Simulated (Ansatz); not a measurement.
AlSb under a change: biaxial strain −1.86 %, plane normal [111], relaxed out of plane

Take AlSb in the zinc blende structure (space group F-43m, No. 216; a = 6.157 Å) as the base. Axes: x, y, z lie along the cube axes.

Modification: compressive biaxial strain of 1.86 % in the plane normal to [111], as in epitaxy on a mismatched substrate; the out-of-plane cell vector and the atoms relax.

All numbers come from plane-wave PAW DFT at the PBEsol level (Ansatz, a first-principles code, 420 eV), no spin-orbit coupling. Settings: 13×13×13 k-points, 0.05 eV Fermi–Dirac smearing.

```csv
quantity,base,changed,shift
space group,F-43m (No. 216),R3m (No. 160),–
shortest interatomic distance,2.666 Å,2.637 Å,-0.029 Å
energy relative to the base (free energy F),0 meV/atom,+7.6 meV/atom,+7.6 meV/atom
"pressure (mean of the normal stresses, compression positive)",0.1 kbar,15.2 kbar,+15.1 kbar
band gap,1.14 eV,0.95 eV,-0.19 eV
gap character,–,"indirect, Γ → F",–
"valence-band top at Γ (three highest levels, from the VBM)","0.00, 0.00, 0.00 eV","0.00, 0.00, -0.27 eV",–
"valley order (the lowest conduction-band minima on the path, energy above the VBM, named in the base's zone)","a point along ⟨100⟩, about 0.9 Å⁻¹ from Γ 1.14 eV; L along ⟨111⟩ 1.28 eV; Γ 1.47 eV",X along [100] 0.95 eV; L along [1-11] 1.17 eV; L along [111] 1.52 eV; Γ 1.53 eV,–
out-of-plane strain,–,+1.09 %,–
ratio −ε⊥/ε∥,–,0.59,–
mean in-plane stress (compression positive),–,+2.3 GPa,–
```

Final structure (turned so that z lies along the plane normal):

```
AlSb
1.0
    4.27271     0.00000     0.00000
    2.13635     3.70027     0.00000
    2.13635    -1.23342     3.59349
Sb Al
1 1
Cartesian
  4.27271   2.46685   0.91534
  0.00000   0.00000  -0.01696
```

Spin-orbit coupling, missing from the scalar runs, can matter with Sb. Stability against distortions was not tested. k-point labels follow each cell's own Brillouin zone.
